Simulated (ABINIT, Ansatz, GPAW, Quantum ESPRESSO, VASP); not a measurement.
## One calculation of CdSe, 6 ways

```xyz
4
Lattice="4.3000 0.0000 0.0000 -2.1500 3.7239 0.0000 0.0000 0.0000 7.0200" Properties=species:S:1:pos:R:3 pbc="T T T"
Cd    2.1500    1.2413    3.5100
Cd    0.0000    2.4826    0.0000
Se    2.1500    1.2413    6.2127
Se    0.0000    2.4826    2.7027
```

Alike in all runs: task single point; functional PBE; k mesh 7 × 7 × 4; occupations fermi-dirac, width 0.05 eV; no spin polarisation; no spin-orbit coupling. Pressure is positive in compression and, in plane waves, holds the error of the finite cutoff, which Ansatz's Pulay term estimates and takes out.

```
                        program and potentials  plane-wave cutoff (eV)                                                                      notes  pressure (GPa)  largest force (eV/Å)
         Ansatz, Ansatz PAW (earlier soft set)                     420  18 valence electrons an atom on average; Pulay term of +0.02 GPa included            3.02                 0.282
                      ABINIT, JTH PAW PBE v2.0                     599                                     9 valence electrons an atom on average            3.07                 0.285
Ansatz, all-electron LAPW, scalar-relativistic                       -                                                                          -            3.03                 0.283
            VASP, PBE PAW files Cd, Se, 520 eV                     520                                     9 valence electrons an atom on average            3.34                 0.291
    GPAW, GPAW PAW data sets (gpaw-data 1.2.1)                     600                                     9 valence electrons an atom on average            2.79                 0.281
     Quantum ESPRESSO, SSSP 1.3 efficiency PBE                     816                                     9 valence electrons an atom on average            3.05                 0.286
```

Force on atom 4 (Se), eV/Å:

```tsv
program and potentials	x	y	z
Ansatz, Ansatz PAW (earlier soft set)	0.000	0.000	-0.282
ABINIT, JTH PAW PBE v2.0	0.000	0.000	-0.285
Ansatz, all-electron LAPW, scalar-relativistic	0.000	0.000	-0.283
VASP, PBE PAW files Cd, Se, 520 eV	0.000	0.000	-0.291
GPAW, GPAW PAW data sets (gpaw-data 1.2.1)	0.000	0.000	-0.281
Quantum ESPRESSO, SSSP 1.3 efficiency PBE	0.000	0.000	-0.286
```

The pressure spans 2.79 (GPAW, GPAW PAW data sets (gpaw-data 1.2.1)) to 3.34 GPa (VASP, PBE PAW files Cd, Se, 520 eV), with all-electron results at 3.03.

Differences between rows come from potentials, basis sets and numerical settings, since the functional is the same but for its coding. Runs on potential files found faulty are left out.
